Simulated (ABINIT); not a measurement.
An input for ABINIT 10.8.3 (LiF (Griceite)):

```
acell 3*1.0 Angstrom
rprim 
  0.000000000000 2.014000000000 2.014000000000
  2.014000000000 0.000000000000 2.014000000000
  2.014000000000 2.014000000000 -0.000000000000
ntypat 2
znucl 3 9
natom 2
typat 1 2
xred 
  0.000000000000 0.000000000000 0.000000000000
  0.500000000000 0.500000000000 0.500000000000
pp_dirpath "pseudos"
pseudos "Li.upf, F.upf"
ecut 36
ngkpt 8 8 8
nshiftk 1
shiftk 0 0 0
kptopt 1
chksymbreak 0
istwfk *1
occopt 1
irdwfk 1
optdriver 3
nband 142
ecuteps 11.2
inclvkb 2
awtr 1
symchi 1
indata_prefix "in"
outdata_prefix "out"
tmpdata_prefix "tmp"
```

```sh
OMP_NUM_THREADS=1 mpirun -n 4 abinit run.abi > log
```

How long will it take on 4 MPI ranks of Arm Neoverse V1, shared host, and how much memory?

It took 5.9 min; on shared hardware allow 2.9 min to 12 min. Peak host memory was 1.6 GiB.

[Paths, hosts, dates, memory and timing lines, banners, echoed tables and standing remarks are left out of the program output.]

[Logs are printed without paths, hosts, clocks, repeated set-up lines and the standing remarks that a program may print on its own settings, such as how far it seeks lower states.]

[Runs of the session that timed out or met a known fault of the program may be left out.]

[Hosts, paths, dates, database ids (printed as entryN), source tags and the programs' standing remarks are cut or masked in the printed files.]

[G0W0 gaps are taken among the corrected bands and points alone; a level outside them can change the order at an edge.]

[Where Ansatz stands beside ABINIT at settings called matched, ABINIT's density can come from a denser mesh and the files from another edition; pairs whose starting gaps differed by over 0.03 eV were left out, so agreement reads better than it is.]
